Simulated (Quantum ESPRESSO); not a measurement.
Runs of Quantum ESPRESSO 7.5 on Ge. It takes space group Cmcm (No. 63, orthorhombic). The conventional cell has a = 2.976 Å, b = 5.189 Å, c = 4.728 Å, α = 90.00°, β = 90.00°, γ = 90.00°. Ge (site symmetry m2m) is surrounded by 12 Ge at 2.92 to 2.99 Å. This isn't the form of Ge at room conditions, which is diamond.

```csv
task,level,potentials or basis,cell,form of the LDA correlation,gap on the mesh (eV),pressure (GPa),V0 of scaled cells (Å³/atom),B0 (GPa)
equation of state,LDA,GBRV 1.5 LDA,as given,PZ81,-,-,17.97,80
equation of state,PBEsol,GBRV 1.5 PBEsol,as given,-,-,-,(a),77
single point,PBEsol,GBRV 1.5 PBEsol,as given,-,none,0.2,-,-
single point,PBEsol,GBRV 1.5 PBEsol,"atoms moved at random, drawn with an rms of 0.05 Å",-,none,0.3,-,-
band structure,LDA,GBRV 1.5 LDA,as given,PZ81,none,(b),-,-
band structure,PBEsol,GBRV 1.5 PBEsol,as given,-,none,0.2,-,-
```

Alike in all rows: no spin polarisation; k mesh 10 × 10 × 6; cutoff (eV) 612; smearing fermi-dirac 0.05 eV.

Task: Fill in the values left out.

Result: (a) 18.36; (b) -1.4.

Caveats: the cell was scaled at fixed shape and fractional positions, which overstates the stiffness of a crystal with free parameters, most of all of layers and chains (some runs).

A k mesh can miss the band edges, and the runs leave out spin-orbit coupling on Ge.

A gap of «none» marks a metal or a gap under the smearing width.

Runs at the PBE level aren't shown here.
